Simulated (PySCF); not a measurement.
The system is PbS (Galena).

```
CELL_PARAMETERS angstrom
0.00000 2.96575 2.96575
2.96575 0.00000 2.96575
2.96575 2.96575 0.00000
ATOMIC_POSITIONS crystal
Pb 0.00000 0.00000 0.00000
S 0.50000 0.50000 0.50000
```

Base run:

* Program: PySCF 2.14.0
* Functional: r2SCAN
* Potentials or basis: DZVP-MOLOPT-SR/GTH-PBE (potentials made for PBE)
* k mesh: 6 × 6 × 6
* Occupations: fermi-dirac, width 0.05 eV
* Spin: no spin polarisation

Its results: band gap on the k mesh 0.52 eV, direct.

Task: The run is repeated on the same cell with these changes: functional from r2SCAN to PBE. What comes out?

Result: Band gap on the k mesh 0.36 eV, direct.

r2SCAN gives the wider gap, since meta-GGAs in the generalised Kohn-Sham scheme recover part of the derivative discontinuity.

Caveats: spin-orbit coupling is left out, which as a rule narrows the gap of such compounds by several tenths of an eV; the basis of atomic orbitals isn't converged, which shifts pressures, moduli and gaps; meta-GGAs need a finer uniform grid than this (some runs).
